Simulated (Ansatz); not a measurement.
# Sb (sc type): the cost of one run

Computed with Ansatz 0.2.0 (DFT PBE, with the methods named in each step, unless a step's input says otherwise).

## Step 1: The starting structure

Symmetry: Pm-3m, No. 221, cubic system. Conventional cell: a = 3.115 Å, b = 3.115 Å, c = 3.115 Å, α = 90.00°, β = 90.00°, γ = 90.00°. Around Sb (site symmetry m-3m) lie 6 Sb at 3.12 Å.

Coordinates:

```
CELL_PARAMETERS angstrom
3.11550 0.00000 0.00000
0.00000 3.11550 0.00000
0.00000 0.00000 3.11550
ATOMIC_POSITIONS crystal
Sb 0.00000 0.00000 0.00000
```

Whether this phase is the stable one at these pressures isn't tested.

## Step 2: Cell relaxed at zero pressure, PAW

input.yaml reads:

```yaml
crystal:
  lattice:
    - [3.1154964611, 0.0, 0.0]
    - [0.0, 3.1154964611, 0.0]
    - [0.0, 0.0, 3.1154964611]
  atoms:
    - { symbol: Sb, position: [0.0, 0.0, 0.0] }
kpoints:
  mp_grid: { grid: [12, 12, 12] }
scf:
  occupations: { method: fermi_dirac, width: 0.05 }
hamiltonian:
  xc: pbe
  pseudopotentials: { kind: paw }
output:
  forces: true
  stress: true
  write_density: true
  write_potential: true
  elf: true
  volumetric_format: npy
relax:
  f_tol: 0.005
  max_steps: 40
  cell: {}
```

Started as:

```sh
$ ansatz run input.yaml --threads 1 --pin off --max-ram 2048MiB --backend cpu --events-out ev --progress --plain --runs-dir out
```

Q: Estimate wall time and peak memory on 1 thread of Intel Xeon Platinum 8375C at 2.90GHz (Ice Lake), shared host.

About 7.3 s, with a peak of 0.36 GiB.
